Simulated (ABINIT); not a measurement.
# Ag (Fm-3m) in ABINIT: notebook, part 2 of 2

ABINIT 10.8.3 (patched build). The steps go on from the part before.

### 3 Equation of state, SOGGA

Input file run.abi:

```
ndtset 7
getwfk -1
scalecart1 3*0.9795861087
scalecart2 3*0.9864848297
scalecart3 3*0.9932883884
scalecart4 3*1.0000000000
scalecart5 3*1.0066227096
scalecart6 3*1.0131594038
scalecart7 3*1.0196128224

pp_dirpath "./"
pseudos "Ag.GGA_PBE-JTH.xml"

acell 3*1.0
rprim
     0.0000000000     3.8602380411     3.8602380411
     3.8602380411     0.0000000000     3.8602380411
     3.8602380411     3.8602380411     0.0000000000
ntypat 1
znucl 47
natom 1
typat 1
xred
     0.0000000000     0.0000000000     0.0000000000

ecut 17.0
pawecutdg 34.0

kptopt 1
ngkpt 11 11 11
nshiftk 1
shiftk 0.0 0.0 0.0

ixc -150130

nband 10
occopt 3
tsmear 0.05 eV

nstep 100
tolvrs 1.0e-9

iomode 3
prtwf 1
prtden 0
prteig 0
prtebands 0
enunit 2
```

Potentials or basis: JTH PAW PBE v2.0.

Started as:

```bash
> abinit run.abi > log 2>&1
```

run.abo:

```text
.Version 10.8.3 of ABINIT
 DATASET    1 : space group Fm -3 m (#225); Bravais cF (face-center cubic)
================================================================================
 Values of the parameters that define the memory need for DATASET  1.
     intxc =       0    ionmov =       0      iscf =      17    lmnmax =      18
     lnmax =       6     mgfft =      20  mpssoang =       3    mqgrid =    3001
     natom =       1  nloc_mem =       2    nspden =       1   nspinor =       1
    nsppol =       1      nsym =      48    n1xccc =       1    ntypat =       1
    occopt =       3   xclevel =       2
       mpw =         375          nfft =        8000          nkpt =          56
 PAW method is used; the additional fine FFT grid is defined by:
   mgfftf=        30    nfftf =     27000
================================================================================
================================================================================
[... 71 lines left out ...]
 DATASET    7 : space group Fm -3 m (#225); Bravais cF (face-center cubic)
================================================================================
 Values of the parameters that define the memory need for DATASET  7.
     intxc =       0    ionmov =       0      iscf =      17    lmnmax =      18
     lnmax =       6     mgfft =      24  mpssoang =       3    mqgrid =    3001
     natom =       1  nloc_mem =       2    nspden =       1   nspinor =       1
    nsppol =       1      nsym =      48    n1xccc =       1    ntypat =       1
    occopt =       3   xclevel =       2
       mpw =         420          nfft =       13824          nkpt =          56
 PAW method is used; the additional fine FFT grid is defined by:
   mgfftf=        30    nfftf =     27000
================================================================================
================================================================================

--------------------------------------------------------------------------------
------------- Echo of variables that govern the present computation ------------
--------------------------------------------------------------------------------
 -outvars: echo values of preprocessed input variables --------
            acell      1.0000000000E+00  1.0000000000E+00  1.0000000000E+00 Bohr
              amu      1.07868200E+02
             ecut      1.70000000E+01 Hartree
           enunit           2
           getwfk          -1
                       outvar_i_n : Printing only first  50 k-points.
[... 113 lines left out ...]
 Compensation charge density is not taken into account in XC energy/potential

   4.44827459E+02                                ecore*ucvol(ha*bohr**3)
--------------------------------------------------------------------------------

================================================================================

--- !BeginCycle
iteration_state: {dtset: 1, }
solver: {iscf: 17, nstep: 100, nline: 4, wfoptalg: 10, }
tolerances: {tolvrs: 1.00E-09, }
...
[... 1218 lines left out ...]
-Cartesian components of stress tensor (GPa)         [Pressure= -9.2856E+00 GPa]
- sigma(1 1)=  9.28562767E+00  sigma(3 2)=  0.00000000E+00
- sigma(2 2)=  9.28562767E+00  sigma(3 1)=  0.00000000E+00
- sigma(3 3)=  9.28562767E+00  sigma(2 1)=  0.00000000E+00

== END DATASET(S) ==============================================================
================================================================================

 -outvars: echo values of variables after computation  --------
            acell      1.0000000000E+00  1.0000000000E+00  1.0000000000E+00 Bohr
           etotal1    -3.8191123285E+01
           etotal2    -3.8191253737E+01
           etotal3    -3.8191175074E+01
           etotal4    -3.8190915907E+01
           etotal5    -3.8190498913E+01
           etotal6    -3.8189949112E+01
           etotal7    -3.8189283288E+01
            fcart1    -0.0000000000E+00 -0.0000000000E+00 -0.0000000000E+00
            fcart2    -0.0000000000E+00 -0.0000000000E+00 -0.0000000000E+00
            fcart3    -0.0000000000E+00 -0.0000000000E+00 -0.0000000000E+00
            fcart4    -0.0000000000E+00 -0.0000000000E+00 -0.0000000000E+00
            fcart5    -0.0000000000E+00 -0.0000000000E+00 -0.0000000000E+00
            fcart6    -0.0000000000E+00 -0.0000000000E+00 -0.0000000000E+00
            fcart7    -0.0000000000E+00 -0.0000000000E+00 -0.0000000000E+00
            rprim1     0.0000000000E+00  3.7814355613E+00  3.7814355613E+00
                       3.7814355613E+00  0.0000000000E+00  3.7814355613E+00
                       3.7814355613E+00  3.7814355613E+00  0.0000000000E+00
[... 17 lines left out ...]
                       3.9359482042E+00  3.9359482042E+00  0.0000000000E+00
           strten1    -1.0189854167E-04 -1.0189854167E-04 -1.0189854167E-04
                       0.0000000000E+00  0.0000000000E+00  0.0000000000E+00
           strten2    -4.7490636151E-06 -4.7490636151E-06 -4.7490636152E-06
                       0.0000000000E+00  0.0000000000E+00  0.0000000000E+00
           strten3     7.9547574125E-05  7.9547574125E-05  7.9547574125E-05
                       0.0000000000E+00  0.0000000000E+00  0.0000000000E+00
           strten4     1.5253687314E-04  1.5253687314E-04  1.5253687314E-04
                       0.0000000000E+00  0.0000000000E+00  0.0000000000E+00
           strten5     2.1550230407E-04  2.1550230407E-04  2.1550230407E-04
                       0.0000000000E+00  0.0000000000E+00  0.0000000000E+00
           strten6     2.6946036159E-04  2.6946036159E-04  2.6946036159E-04
                       0.0000000000E+00  0.0000000000E+00  0.0000000000E+00
           strten7     3.1561206964E-04  3.1561206964E-04  3.1561206964E-04
                       0.0000000000E+00  0.0000000000E+00  0.0000000000E+00
 Calculation completed.
```

Run time: 42 s. Hardware: 1 thread of Arm Neoverse V2, shared host; peak memory 0.13 GiB.

Results:

```yaml
Equilibrium_volume: 16.40 Å³/atom
Bulk_modulus: 127 GPa
Pressure_derivative_of_the_bulk_modulus: 6.0
```

Energy against volume, from the lowest point:
| volume (Å³/atom) | energy (meV/atom) |
| --- | --- |
| 16.025 | 3.55 |
| 16.366 | 0.00 |
| 16.707 | 2.14 |
| 17.048 | 9.19 |
| 17.389 | 20.54 |
| 17.730 | 35.50 |
| 18.071 | 53.62 |

Caveat: pressures at fixed basis lie under the slope of the energies; the PAW data sets were made with another functional, which shifts forces and pressure a little.

### 4 The reference run

An earlier run on the cell as given: functional PBE; potentials or basis JTH PAW PBE v2.0; cutoff 463 eV; k mesh 11 × 11 × 11; occupations fermi-dirac, width 0.05 eV; no spin polarisation.

- Pressure: 4.5 GPa
- Band gap on the k mesh: none (metal or under the smearing width)
- Valence electrons inside the program's atomic spheres: Ag 9.82 (radii [1.331] Å)

### 5 Overview

| task | level | cutoff (eV) | fine-grid cutoff | V0 of scaled cells (Å³/atom) | B0 (GPa) |
| --- | --- | --- | --- | --- | --- |
| equation of state | PBE | 626 | 1224.51 eV | 17.83 | 89 |
| equation of state | SOGGA | 463 | 925.187 eV | 16.40 | 127 |
| single point | PBE | 463 | 925.187 eV | - | - |

Alike in all rows: potentials or basis JTH PAW PBE v2.0; no spin polarisation; cell as given; k mesh 11 × 11 × 11; smearing fermi-dirac 0.05 eV.

Caveats: pressures at fixed basis lie under the slope of the energies (some runs); the PAW data sets were made with another functional, which shifts forces and pressure a little (some runs).

Total energies depend on the potentials used, so only differences within one code and one set of settings carry meaning.
